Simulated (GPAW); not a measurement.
# SiC (P6_3mc) in GPAW: convergence with empty bands an atom in the response

Aim: find how far empty bands an atom in the response must go before the results for SiC settle, at PBE. This setting moves, with any that are tied to it; all else stays.

Everything below comes from runs of GPAW 26.7.0. Logs are shortened: lines on timing, memory, paths and dates and some standing lists are left out, and cuts for length are marked. The log counts tension as positive stress, the text compression.

### 1 The crystal as given

The structure is hexagonal, space group P6_3mc (No. 186). Conventional cell: a = 3.076 Å, b = 3.076 Å, c = 10.071 Å, α = 90.00°, β = 90.00°, γ = 120.00°. Si (site symmetry 3m) is surrounded by 4 C at 1.88 to 1.89 Å. Around Si (site symmetry 3m) lie 4 C at 1.88 to 1.89 Å. C (site symmetry 3m) is surrounded by 4 Si at 1.88 to 1.89 Å. C (site symmetry 3m) is surrounded by 4 Si at 1.88 to 1.89 Å.

The cell is a database's computed one.

### 2 With empty bands an atom in the response 2

Contents of run.py:

```python
import numpy as np
from ase.dft.bandgap import bandgap
from ase.io import read, write
from gpaw import GPAW, PW
from gpaw.response.df import DielectricFunction

atoms = read('SiC.cif')

calc = GPAW(mode=PW(550),
            xc='PBE',
            kpts={'size': (8, 8, 2), 'gamma': True},
            occupations={'name': 'fermi-dirac', 'width': 0.001},
            nbands=32,
            convergence={'density': 1e-06},
            maxiter=150,
            txt='gpaw.txt')
atoms.calc = calc
energy = atoms.get_potential_energy()
calc.write('gs.gpw')
write('result.traj', atoms)
print(f'Energy: {energy:.6f} eV')
print('Fermi level:', round(calc.get_fermi_level(), 4), 'eV')
print(f'Gap: {bandgap(calc)[0]:.4f} eV, direct: {bandgap(calc, direct=True)[0]:.4f} eV')

for size in [(8, 8, 2)]:
    name = 'x'.join(str(n) for n in size)
    dense = calc.fixed_density(kpts={'size': size, 'gamma': True},
                               nbands=38, convergence={'bands': 32, 'eigenstates': 1e-7},
                               update_fermi_level=True, txt=f'dense-{name}.txt')
    dense.write(f'{name}.gpw', mode='all')
    df = DielectricFunction(f'{name}.gpw', frequencies=np.array([0.0]), hilbert=False, eta=0.001,
                            ecut=80, nbands=32, intraband=False, txt=f'df-{name}.txt')
    for xc in ['RPA']:
        for direction in ['x', 'y', 'z', [0, 1, 1], [1, 0, 1], [1, 1, 0]]:
            e0, e = df.get_macroscopic_dielectric_constant(xc=xc, direction=direction)
            print(f'{name} {xc} {direction}: {e0:.4f} without, {e:.4f} with local fields')
```

Contents of SiC.cif:

```cif
data_SiC
_cell_length_a 3.07569415
_cell_length_b 3.07569415
_cell_length_c 10.07064648
_cell_angle_alpha 90.00000000
_cell_angle_beta 90.00000000
_cell_angle_gamma 120.00000000
_space_group_name_H-M_alt 'P6_3mc'
_space_group_name_Hall 'P 6c -2c'
_space_group_IT_number 186
loop_
_space_group_symop_operation_xyz
'x,y,z'
'x-y,x,z+1/2'
'-y,x-y,z'
'-x,-y,z+1/2'
'-x+y,-x,z'
'y,-x+y,z+1/2'
'y,x,z+1/2'
'x,x-y,z'
'x-y,-y,z+1/2'
'-y,-x,z'
'-x,-x+y,z+1/2'
'-x+y,y,z'
loop_
_atom_site_label
_atom_site_type_symbol
_atom_site_symmetry_multiplicity
_atom_site_Wyckoff_symbol
_atom_site_fract_x
_atom_site_fract_y
_atom_site_fract_z
_atom_site_occupancy
Si1 Si 2 a 0.0000000000 0.0000000000 0.1878943800 1
Si2 Si 2 b 0.3333333333 0.6666666667 0.4378419800 1
C1 C 2 a 0.0000000000 0.0000000000 0.0004600500 1
C2 C 2 b 0.3333333333 0.6666666667 0.2498025900 1
```

Potentials or basis: GPAW PAW data sets (gpaw-data 1.2.1), pw.

Started as:

```console
$ OMP_NUM_THREADS=1 python run.py
```

It took 94 s on 1 thread of Arm Neoverse V1, shared host; peak memory 0.36 GiB.

What came out:

- Free energy: -59.8772 eV
- Band gap on the k mesh: 2.22 eV, indirect (least direct gap 3.34 eV)
- Electronic dielectric tensor (diagonal): 6.64, 6.64, 6.83

### 3 With empty bands an atom in the response 3

Edit run.py of step 2 so:

```diff
@@ -27,3 +27,3 @@
     dense = calc.fixed_density(kpts={'size': size, 'gamma': True},
-                               nbands=38, convergence={'bands': 32, 'eigenstates': 1e-7},
+                               nbands=46, convergence={'bands': 40, 'eigenstates': 1e-7},
                                update_fermi_level=True, txt=f'dense-{name}.txt')
@@ -31,3 +31,3 @@
     df = DielectricFunction(f'{name}.gpw', frequencies=np.array([0.0]), hilbert=False, eta=0.001,
-                            ecut=80, nbands=32, intraband=False, txt=f'df-{name}.txt')
+                            ecut=80, nbands=40, intraband=False, txt=f'df-{name}.txt')
     for xc in ['RPA']:
```

SiC.cif is that of step 2.

Potentials or basis: GPAW PAW data sets (gpaw-data 1.2.1), pw.

Started as:

```console
$ OMP_NUM_THREADS=1 python run.py
```

It took 1.8 min on 1 thread of Arm Neoverse V1, shared host; peak memory 0.37 GiB.

Results:

```
Free energy                             : -59.8772 eV
Band gap on the k mesh                  : 2.22 eV, indirect (least direct gap 3.34 eV)
Electronic dielectric tensor (diagonal) : 6.72, 6.72, 6.92
```

### 4 With empty bands an atom in the response 5

Edit run.py of step 3 so:

```diff
@@ -27,3 +27,3 @@
     dense = calc.fixed_density(kpts={'size': size, 'gamma': True},
-                               nbands=46, convergence={'bands': 40, 'eigenstates': 1e-7},
+                               nbands=62, convergence={'bands': 56, 'eigenstates': 1e-7},
                                update_fermi_level=True, txt=f'dense-{name}.txt')
@@ -31,3 +31,3 @@
     df = DielectricFunction(f'{name}.gpw', frequencies=np.array([0.0]), hilbert=False, eta=0.001,
-                            ecut=80, nbands=40, intraband=False, txt=f'df-{name}.txt')
+                            ecut=80, nbands=56, intraband=False, txt=f'df-{name}.txt')
     for xc in ['RPA']:
```

SiC.cif is that of step 3.

Started as:

```console
$ OMP_NUM_THREADS=1 python run.py
```

Run time: 2.3 min. Hardware: 1 thread of Arm Neoverse V1, shared host; peak memory 0.39 GiB.

What came out:

```yaml
Free_energy: -59.8772 eV
Band_gap_on_the_k_mesh: 2.22 eV, indirect (least direct gap 3.34 eV)
Electronic_dielectric_tensor_diagonal: 6.74, 6.74, 6.93
```

### 5 With empty bands an atom in the response 8

Edit run.py of step 4 so:

```diff
@@ -27,3 +27,3 @@
     dense = calc.fixed_density(kpts={'size': size, 'gamma': True},
-                               nbands=62, convergence={'bands': 56, 'eigenstates': 1e-7},
+                               nbands=86, convergence={'bands': 80, 'eigenstates': 1e-7},
                                update_fermi_level=True, txt=f'dense-{name}.txt')
@@ -31,3 +31,3 @@
     df = DielectricFunction(f'{name}.gpw', frequencies=np.array([0.0]), hilbert=False, eta=0.001,
-                            ecut=80, nbands=56, intraband=False, txt=f'df-{name}.txt')
+                            ecut=80, nbands=80, intraband=False, txt=f'df-{name}.txt')
     for xc in ['RPA']:
```

SiC.cif is that of step 4.

Started as:

```console
$ OMP_NUM_THREADS=1 python run.py
```

It took 3.4 min on 1 thread of Arm Neoverse V1, shared host; peak memory 0.42 GiB.

It converged, with:

```yaml
Free_energy: -59.8772 eV
Band_gap_on_the_k_mesh: 2.22 eV, indirect (least direct gap 3.34 eV)
Electronic_dielectric_tensor_diagonal: 6.75, 6.75, 6.94
```

### 6 With empty bands an atom in the response 12

Edit run.py of step 5 so:

```diff
@@ -27,3 +27,3 @@
     dense = calc.fixed_density(kpts={'size': size, 'gamma': True},
-                               nbands=86, convergence={'bands': 80, 'eigenstates': 1e-7},
+                               nbands=118, convergence={'bands': 112, 'eigenstates': 1e-7},
                                update_fermi_level=True, txt=f'dense-{name}.txt')
@@ -31,3 +31,3 @@
     df = DielectricFunction(f'{name}.gpw', frequencies=np.array([0.0]), hilbert=False, eta=0.001,
-                            ecut=80, nbands=80, intraband=False, txt=f'df-{name}.txt')
+                            ecut=80, nbands=112, intraband=False, txt=f'df-{name}.txt')
     for xc in ['RPA']:
```

SiC.cif is that of step 5.

Potentials or basis: GPAW PAW data sets (gpaw-data 1.2.1), pw.

Started as:

```console
$ OMP_NUM_THREADS=1 python run.py
```

Wall time 7.4 min (1 thread of Arm Neoverse V1, shared host); peak memory 0.46 GiB.

Results (log left out):

* Free energy: -59.8772 eV
* Band gap on the k mesh: 2.22 eV, indirect (least direct gap 3.34 eV)
* Electronic dielectric tensor (diagonal): 6.75, 6.75, 6.95

### 7 With empty bands an atom in the response 18

Edit run.py of step 6 so:

```diff
@@ -27,3 +27,3 @@
     dense = calc.fixed_density(kpts={'size': size, 'gamma': True},
-                               nbands=118, convergence={'bands': 112, 'eigenstates': 1e-7},
+                               nbands=166, convergence={'bands': 160, 'eigenstates': 1e-7},
                                update_fermi_level=True, txt=f'dense-{name}.txt')
@@ -31,3 +31,3 @@
     df = DielectricFunction(f'{name}.gpw', frequencies=np.array([0.0]), hilbert=False, eta=0.001,
-                            ecut=80, nbands=112, intraband=False, txt=f'df-{name}.txt')
+                            ecut=80, nbands=160, intraband=False, txt=f'df-{name}.txt')
     for xc in ['RPA']:
```

SiC.cif is that of step 6.

Started as:

```console
$ OMP_NUM_THREADS=1 python run.py
```

It took 16 min on 1 thread of Arm Neoverse V1, shared host; peak memory 0.52 GiB.

The run converged. Its results:

```yaml
Free_energy: -59.8772 eV
Band_gap_on_the_k_mesh: 2.22 eV, indirect (least direct gap 3.34 eV)
Electronic_dielectric_tensor_diagonal: 6.75, 6.75, 6.95
```

### 8 With empty bands an atom in the response 26

Edit run.py of step 7 so:

```diff
@@ -27,3 +27,3 @@
     dense = calc.fixed_density(kpts={'size': size, 'gamma': True},
-                               nbands=166, convergence={'bands': 160, 'eigenstates': 1e-7},
+                               nbands=230, convergence={'bands': 224, 'eigenstates': 1e-7},
                                update_fermi_level=True, txt=f'dense-{name}.txt')
@@ -31,3 +31,3 @@
     df = DielectricFunction(f'{name}.gpw', frequencies=np.array([0.0]), hilbert=False, eta=0.001,
-                            ecut=80, nbands=160, intraband=False, txt=f'df-{name}.txt')
+                            ecut=80, nbands=224, intraband=False, txt=f'df-{name}.txt')
     for xc in ['RPA']:
```

SiC.cif is that of step 7.

Potentials or basis: GPAW PAW data sets (gpaw-data 1.2.1), pw.

Started as:

```console
$ OMP_NUM_THREADS=1 python run.py
```

gpaw.txt:

```text
__  _  _
 | _ |_)|_||  |
 |__||  | ||/\| - 26.7.0

Input parameters:
  mode=PW(ecut=550.0),
  convergence={'density': 1e-06},
  kpts=MonkhorstPack(size=(8, 8, 2), gamma=True),
  maxiter=150,
  nbands=32,
  occupations=Occupations(name='fermi-dirac', width=0.001),
  xc=XC(name='PBE')

Diagonalizing LCAO Hamiltonian
Converting LCAO to pw mode

            Si

            C
       Si

         Si
       C

         C

       Si

       C

Atoms  # Å, Bohr magnetons
|   | symbol |         x |        y |        z |    initial magnetic moments |
|---|--------|-----------|----------|----------|-----------------------------|
| 0 |     Si |  0.000000 | 0.000000 | 1.892218 | ( 0.0000,  0.0000,  0.0000) |
| 1 |     Si |  0.000000 | 0.000000 | 6.927541 | ( 0.0000,  0.0000,  0.0000) |
| 2 |     Si | -0.000000 | 1.775753 | 4.409352 | ( 0.0000,  0.0000,  0.0000) |
| 3 |     Si |  1.537847 | 0.887876 | 9.444675 | ( 0.0000,  0.0000,  0.0000) |
| 4 |      C |  0.000000 | 0.000000 | 0.004633 | ( 0.0000,  0.0000,  0.0000) |
| 5 |      C |  0.000000 | 0.000000 | 5.039956 | ( 0.0000,  0.0000,  0.0000) |
| 6 |      C | -0.000000 | 1.775753 | 2.515674 | ( 0.0000,  0.0000,  0.0000) |
| 7 |      C |  1.537847 | 0.887876 | 7.550997 | ( 0.0000,  0.0000,  0.0000) |

Unit cell  # Å
| periodic |         x |        y |         z |   lengths |     angles |
|----------|-----------|----------|-----------|-----------|------------|
|      yes |  3.075694 | 0.000000 |  0.000000 |  3.075694 |  90.000000 |
|      yes | -1.537847 | 2.663629 |  0.000000 |  3.075694 |  90.000000 |
|      yes |  0.000000 | 0.000000 | 10.070646 | 10.070646 | 120.000000 |

Number of symmetries: 6
Symmetry operations  # r_c * U_cc + t_c -> r_c
|   | kind |            matrix            |
|---|------|------------------------------|
| 0 |  σ   |  1, 1, 0,  0,-1, 0,  0, 0, 1 |
| 1 |  E   |  1, 0, 0,  0, 1, 0,  0, 0, 1 |
| 2 |  C3  |  0, 1, 0, -1,-1, 0,  0, 0, 1 |
| 3 |  σ   |  0,-1, 0, -1, 0, 0,  0, 0, 1 |
| 4 |  σ   | -1, 0, 0,  1, 1, 0,  0, 0, 1 |
| 5 |  C3  | -1,-1, 0,  1, 0, 0,  0, 0, 1 |

BZ-sampling:
  Number of BZ points: 128
  Number of IBZ points: 20

  Monkhorst-Pack size: [8, 8, 2]
  Monkhorst-Pack shift: [0.0625, 0.0625, 0.25]

K-points  # in reciprocal-cell coordinates
|     |                                coordinates |     weight |
|-----|--------------------------------------------|------------|
|   0 | (  0.00000000,   0.00000000,   0.00000000) | 0.00781250 |
|   1 | (  0.00000000,   0.00000000,   0.50000000) | 0.00781250 |
|   2 | (  0.12500000,   0.00000000,   0.00000000) | 0.04687500 |
|   3 | (  0.12500000,   0.00000000,   0.50000000) | 0.04687500 |
|   4 | (  0.25000000,  -0.12500000,   0.00000000) | 0.04687500 |
|   5 | (  0.25000000,  -0.12500000,   0.50000000) | 0.04687500 |
|   6 | (  0.25000000,   0.00000000,   0.00000000) | 0.04687500 |
|   7 | (  0.25000000,   0.00000000,   0.50000000) | 0.04687500 |
|   8 | (  0.37500000,  -0.12500000,   0.00000000) | 0.09375000 |
|   9 | (  0.37500000,  -0.12500000,   0.50000000) | 0.09375000 |
| ... |                                            |            |
|  19 | (  0.50000000,   0.50000000,   0.50000000) | 0.02343750 |

Plane wave coefficients: 2438
Cutoff: 550.0 eV

Spin-components: 1 (collinear spins)
Bands:           32
Projectors:      40
Spin-degeneracy: 2
Datatype:        complex128

Parallelization:
  kpt:    1
  domain: 1
  band:   1

Density:
  Valence electrons: 32.0
  Components: 1
  Grid points: [18 18 56]
  Charge: 0.0  # |e|

Potential:
  Grid points: [18 18 56]

species:
  Si:
    name:    Silicon
    Z:       14.0
    valence: 4
    core:    10
    charge:  0.0  # [|e|]
    compensation charges:
      type: gauss
      rc: 0.33  # [Å]
      lmax: 2
    cutoffs:
      filter: 1.86  # [Å]
      core: 2.06  # [Å]
    projectors
    | kind |    occ | energy [eV] | rcut [Å] |
    |------|--------|-------------|----------|
    |   3s |  2.000 |     -10.812 |    1.058 |
    |   3p |  2.000 |      -4.081 |    1.058 |
    |    s |        |      16.399 |    1.058 |
    |    p |        |      23.130 |    1.058 |
    |    d |        |       0.000 |    1.058 |

    Using partial waves for Si as LCAO basis

  C:
    name:    Carbon
    Z:       6.0
    valence: 4
    core:    2
    charge:  0.0  # [|e|]
    compensation charges:
      type: gauss
      rc: 0.20  # [Å]
      lmax: 2
    cutoffs:
      filter: 1.14  # [Å]
      core: 1.14  # [Å]
    projectors
    | kind |    occ | energy [eV] | rcut [Å] |
    |------|--------|-------------|----------|
    |   2s |  2.000 |     -13.751 |    0.635 |
    |   2p |  2.000 |      -5.284 |    0.635 |
    |    s |        |      13.461 |    0.635 |
    |    p |        |      21.927 |    0.635 |
    |    d |        |       0.000 |    0.635 |

    Using partial waves for C as LCAO basis

Reference energy: -35655.889463  # eV

eigensolver:
  PPCG
  Converge bands: occupied
  niter=2

density mixing:
  MSR1-Mixer
  Pratt-step length: 0.05
  Maximum mixing coefficient: 0.75
  Old densities: 10
  SVD Regularization: 0.005
  Good broyden scale: 1.0
  Trust region scale: 1.0
  Backstep threshold: 4.0
  History deletion threshold: 6.0
  Fourier metric: weight=20.0, sigma=0.015

occupation numbers:
  Fermi-Dirac:
    width: 0.0010  # eV

poisson solver:
  ecut: 4400.0  # eV

xc functional:
  name: PBE with 2 nearest neighbor stencil

convergence criteria:
- Maximum integral of absolute [dens]ity change: 1e-06 electrons / valence electron
- Maximum [total energy] change in last 3 cyles: 0.0005 eV / valence electron
- Maximum integral of absolute [eigenst]ate change: 4e-08 eV^2 / valence electron
maximum number of iterations: 150

SCF iterations
|iter     | |      energy | eigst |  dens |
|---------|-|-------------|-------|-------|
|iter:   1| |  -66.371345 | -0.15 |       |
|iter:   2| |  -64.867369 | -2.17 | -0.56 |
|iter:   3| |  -59.840228 | -0.82 | -0.61 |
|iter:   4| |  -59.863608 | -2.78 | -1.32 |
|iter:   5| |  -59.876937 | -3.43 | -1.69 |
|iter:   6| |  -59.877211c| -5.35 | -2.67 |
|iter:   7| |  -59.877229c| -6.38 | -3.28 |
|iter:   8| |  -59.877228c| -7.51c| -4.02 |
|iter:   9| |  -59.877229c| -8.70c| -4.34 |
|iter:  10| |  -59.877229c| -8.77c| -5.28 |
|iter:  11| |  -59.877229c| -9.42c| -5.55 |
|iter:  12| |  -59.877229c|-10.09c| -6.00c|

Converged in 12 steps
Energy contributions relative to reference atoms: (reference = -35655.889463)

Energy contributions:
  Kinetic:          66.094986
  Coulomb:         -55.475688
  Zero:             -0.086120
  External:          0.000000
  Xc:              -70.410406
  Entropy:          -0.000000
  Spinorbit:         0.000000
  ----------------------------
  Free energy:     -59.877229
  Extrapolated:    -59.877229

dipole moment: (-12.723738, -22.038161, -11.658647)  # |e|*Ang

Fermi level: 9.812
Eigenvalues  # (at kpt = [0.000, 0.000, 0.000])
| band index |      eig [eV] | occ [0-2] |
|------------|---------------|-----------|
|          0 |        -7.163 |     2.000 |
|        ... |               |           |
|          8 |         7.165 |     2.000 |
|          9 |         7.626 |     2.000 |
|         10 |         7.626 |     2.000 |
|         11 |         7.770 |     2.000 |
|         12 |         7.770 |     2.000 |
|         13 |         8.301 |     2.000 |
[... 8 lines left out ...]
|         22 |        15.357 |     0.000 |
|         23 |        15.357 |     0.000 |
|        ... |               |           |
|         31 |        19.202 |     0.000 |

Gap: 2.219 eV
Transition (v -> c):
  (s=0, k=0, n=15, [0.00, 0.00, 0.00]) -> (s=0, k=18, n=16, [0.50, 0.50, 0.00])
Direct/indirect transitions are different
Direct gap: 3.344 eV
Transition at: (s=0, k=18, n=15, [0.50, 0.50, 0.00])
# Writing to gs.gpw (mode='')
```

Run time: 29 min. Hardware: 1 thread of Arm Neoverse V1, shared host; peak memory 0.61 GiB.

Results:

* Free energy: -59.8772 eV
* Band gap on the k mesh: 2.22 eV, indirect (least direct gap 3.34 eV)
* Electronic dielectric tensor (diagonal): 6.76, 6.76, 6.95

### 9 Result

```
empty bands an atom in the response  dielectric constant  SCF cycles  CPU time (s)  peak memory (GiB)
                                  2                6.702          12            94               0.36
                                  3                6.788          12           110               0.37
                                  5                6.805          12           140               0.39
                                  8                6.812          12           210               0.42
                                 12                6.816          12           440               0.46
                                 18                6.819          12           940               0.52
                                 26                6.820          12          1700               0.61
```

Against the tightest run, the dielectric constant stays within 0.05 from 3 on. The tightest run that finished is the yardstick and may itself not be fully converged.

Caveats: the long-wavelength limit can be off by a per cent or two.
